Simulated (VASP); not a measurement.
Output of a VASP run:

OSZICAR:
```
       N       E                     dE             d eps       ncg     rms          rms(c)
DAV:   1     0.827119813872E+02    0.82712E+02   -0.56053E+03   240   0.907E+02
DAV:   2    -0.168248405622E+00   -0.82880E+02   -0.76951E+02   348   0.165E+02
DAV:   3    -0.624335644097E+01   -0.60751E+01   -0.60517E+01   296   0.486E+01
DAV:   4    -0.630298338943E+01   -0.59627E-01   -0.59604E-01   280   0.588E+00
DAV:   5    -0.630353393791E+01   -0.55055E-03   -0.55029E-03   304   0.543E-01    0.180E+00
DAV:   6    -0.605970236193E+01    0.24383E+00   -0.36560E-01   268   0.303E+00    0.111E+00
DAV:   7    -0.601912290527E+01    0.40579E-01   -0.18437E-01   280   0.219E+00    0.597E-01
DAV:   8    -0.602206132784E+01   -0.29384E-02   -0.12611E-02   272   0.790E-01    0.951E-02
DAV:   9    -0.602246604954E+01   -0.40472E-03   -0.25177E-03   284   0.302E-01    0.802E-02
DAV:  10    -0.602251712863E+01   -0.51079E-04   -0.16199E-04   272   0.102E-01    0.126E-02
DAV:  11    -0.602252212708E+01   -0.49985E-05   -0.41708E-05   284   0.381E-02    0.484E-03
DAV:  12    -0.602252193754E+01    0.18954E-06   -0.78368E-06   272   0.174E-02
   1 F= -.60225219E+01 E0= -.60225219E+01  d E =-.100447E-11
```

**OUTCAR**
```
------------------------ aborting loop because EDIFF is reached ----------------------------------------
  FORCE on cell =-STRESS in cart. coord.  units (eV):
  Direction    XX          YY          ZZ          XY          YZ          ZX
  --------------------------------------------------------------------------------------
  Total        0.0702296      0.0702296      0.0702296     -0.0000000     -0.0000000     -0.0000000
  in kB        1.3429446      1.3429446      1.3429446     -0.0000000     -0.0000000     -0.0000000
  external PRESSURE =       1.3429446 kB  Pullay stress =       0.0000000 kB
  volume of cell :       83.79
      direct lattice vectors                 reciprocal lattice vectors
     4.375800000  0.000000000  0.000000000     0.228529640  0.000000000  0.000000000
     0.000000000  4.375800000  0.000000000     0.000000000  0.228529640  0.000000000
     0.000000000  0.000000000  4.375800000     0.000000000  0.000000000  0.228529640
 POSITION                                       TOTAL-FORCE (eV/Angst)
 -----------------------------------------------------------------------------------
      0.00000      0.00000      0.00000         0.000000      0.000000      0.000000
      2.18790      2.18790      2.18790         0.000000      0.000000      0.000000
 -----------------------------------------------------------------------------------
    total drift:                                0.000000      0.000000     -0.000000
  FREE ENERGIE OF THE ION-ELECTRON SYSTEM (eV)
  ---------------------------------------------------
  free  energy   TOTEN  =        -6.0225219375 eV

  energy  without entropy=       -6.0225219375  energy(sigma->0) =       -6.02252194
```
(Selected blocks of OUTCAR.)

**POSCAR**
```
CsBr
1
    4.3758000000     0.0000000000     0.0000000000
    0.0000000000     4.3758000000     0.0000000000
    0.0000000000     0.0000000000     4.3758000000
Cs Br
1 1
Direct
  0.0000000000   0.0000000000   0.0000000000
  0.5000000000   0.5000000000   0.5000000000
```

Q: Reconstruct the remaining input files.

A: This is not unique; one that fits is the input of the run itself, PBE GGA, plane waves, VASP's PBE PAW potentials (set 64).

INCAR:
```
EDIFF=1E-6   ! SCF stop (eV)
ISMEAR=0
LWAVE=.FALSE.
LREAL=.FALSE.   ! projection in real space or not
SYSTEM=CsBr
ENCUT=400   ! plane-wave cut-off (eV)
KSPACING=0.4
ALGO=Normal
NELM=100   ! most electronic steps
ISIF=2
KGAMMA=.TRUE.
SIGMA=0.05   ! width (eV)
PREC=Accurate
LMAXMIX=4   ! l cut-off of mixed one-centre charges
LASPH=.TRUE.   ! aspherical one-centre terms
GGA=PE   ! PBE
LCHARG=.FALSE.
```

POTCAR, in this order: Cs_sv Br (PBE.64 set). Program: vasp_std.

The compound is CsBr in the CsCl type structure. The cell was not relaxed at this level. The run is one of a series of settings (KGAMMA = .TRUE., KSPACING = 0.4, KPOINTS file removed against the base run), some of them coarse on purpose.
